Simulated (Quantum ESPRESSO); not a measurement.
Crystal: Pt.

```
Pt
1.0
     2.76067    0.00000    0.00000
    -1.38033    2.39081    0.00000
     0.00000    0.00000    4.79213
Pt
2
Direct
  0.33333 0.66667 0.25000
  0.66667 0.33333 0.75000
```

This isn't the form of Pt at room conditions, which is fcc.

| Item | Value |
| --- | --- |
| Program | Quantum ESPRESSO 7.5 |
| Task | phonons |
| Functional | PBE |
| Potentials or basis | GBRV 1.5 PBE |
| Cutoff | 612 eV |
| Density cutoff | 4898 eV |
| k mesh | 11 × 11 × 6 |
| Occupations | cold, width 0.2 eV |
| Spin | no spin polarisation |
| Mixing beta | 0.5 |
| Most SCF iterations | 120 |
| SCF threshold | 4e-10 Ry |

The cell and the atoms were relaxed first, to 15.69 Å³/atom (a = 2.762 Å, b = 2.762 Å, c = 4.749 Å, α = 90.00°, β = 90.00°, γ = 120.00°), and the response was taken there.

**Question.** Which optical modes does the crystal have at the zone centre, and which show in infrared and Raman spectra?

**Answer.** The optical modes are E2g + B1g. None is infrared active. Raman active: E2g.

Optical modes at Γ, degenerate ones joined:
| cm⁻¹ | components | symmetry | active in |
| --- | --- | --- | --- |
| 40i | 2 | E2g | Raman |
| 171 | 1 | B1g | silent |

Caveat: the mesh is thin for the phonons of a metal; some modes are imaginary.
